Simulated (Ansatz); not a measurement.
Structure: HfSi₃O₈ on the sites of polar orthorhombic HfO2 (relaxed group P2), at its r2SCAN minimum. The symmetry is P2 (No. 3, monoclinic); a = 4.367 Å, b = 5.097 Å, c = 4.703 Å, β = 94.3° in the conventional setting, 8.70 Å³ an atom. Hf is surrounded by 6 O at 1.99–2.20 Å; Si is surrounded by 6 O at 1.80–1.86 Å; Si is surrounded by 6 O at 1.71–1.95 Å; Si is surrounded by 6 O at 1.70–1.88 Å; O is surrounded by 2 Si at 1.71–1.80 Å and 1 Hf at 2.20 Å; O is surrounded by 2 Si at 1.78–1.84 Å and 1 Hf at 2.02 Å; O is surrounded by 3 Si at 1.86–1.95 Å; O is surrounded by 2 Si at 1.70–1.79 Å and 1 Hf at 1.99 Å.

```xyz
12
Lattice="4.3637 -0.1703 0.0000 -0.1712 4.6995 0.0000 0.0000 0.0000 5.0965" Properties=species:S:1:pos:R:3 pbc="T T T"
Hf    1.0559    0.9176    0.2249
Si    0.9704    3.2674    2.0999
Si    3.2378    0.8324    2.9889
Si    3.1521    3.1822    4.5997
O    -0.0126    1.7723    1.9432
O    -0.0895    3.9345    0.7555
O     2.0773    2.3673    3.2895
O     2.3158    4.6369    4.3444
O     1.9533    4.7625    1.9432
O     2.0302    2.6003    0.7554
O     3.9886    1.7276    4.3444
O     4.2271    3.9972    3.2895
```

The questions ask for values computed with Ansatz on this geometry. All values are calculated for a non-magnetic cell, which may be hypothetical.

Given (6×6×6 mesh): With r2SCAN the valence top lies at Γ and the conduction bottom at k = (0.198, -0.443, 0), 5.42 eV higher; the smallest vertical gap, at k = (1/6, -1/3, 0), is 5.75 eV.

(1) What does HSE06 give for the gap (4×4×4 mesh)?

(2) What does PBE0 give for the gap (4×4×4 mesh)?

(3) How strongly does the crystal screen a field with clamped ions (r2SCAN)?

Answers

(1) HSE06 gives an indirect gap of 6.61 eV, from Γ to k = (0.198, -0.443, 0); the least direct gap is 6.93 eV at Γ. The gap differs by +1.19 eV from r2SCAN's.

(2) The PBE0 gap is indirect, 7.38 eV (Γ to k = (0.198, -0.443, 0)), below the direct gap of 7.70 eV at Γ. The gap differs by +1.96 eV from r2SCAN's.

(3) The clamped-ion dielectric constant comes out as 3.71, 3.92 and 3.67 along x, y and z. Born charges, averaged over directions: Hf +4.93, Si +4.06 to +4.13, O -2.20 to -2.10 e. The program notes that the ground state's band table doesn't vouch for all the bands that the response reads.

Spin-orbit coupling is left out, which matters wherever the heavy atoms make up the band edges.

Where an edge lies off the special points, it is a point of the mesh or the k point where a search put PBE's edge or least direct gap, reused for the other functionals, whose own edges may lie a little apart.

Coordinates of k points refer to the reciprocal vectors of the primitive cell of the runs.

The meshes of the hybrids are coarse, so their gaps aren't converged to the digits shown.

PBE's own run along the path (4.85 eV) came before the search for the edges and missed one, so it isn't listed.
